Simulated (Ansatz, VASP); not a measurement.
Two plane-wave programs on Ni

```
CELL_PARAMETERS angstrom
-1.38259 1.38259 1.38259
1.38259 -1.38259 1.38259
1.38259 1.38259 -1.38259
ATOMIC_POSITIONS crystal
Ni 0.00000 0.00000 0.00000
```

Alike in both runs: functional PBE; k mesh 17 × 17 × 17; occupations gaussian, width 0.1 eV; collinear spin.

Ansatz relaxed the structure, and its values are those at the end. VASP's run is a single point on that final structure, the one shown.

|  | VASP | Ansatz |
| --- | --- | --- |
| version | VASP 6.6.1 | Ansatz 0.2.0 |
| potentials or method | VASP PAW PBE potentials, release 64 (Ni) | plane waves, PAW |
| plane-wave cutoff (eV) | 520 | 450 |
| valence electrons in the cell | 10 | 18 |

```csv
,VASP,Ansatz,Ansatz less VASP
pressure (GPa),7.9,8.0,+0.14
net moment per atom (μB),0.51,0.53,+0.014
size of the moment on the site where the two differ most (μB),0.52,0.56,+0.037
```

Site moments also hang on the region over which each program counts them. The two sets of potentials don't hold the same shells in valence.
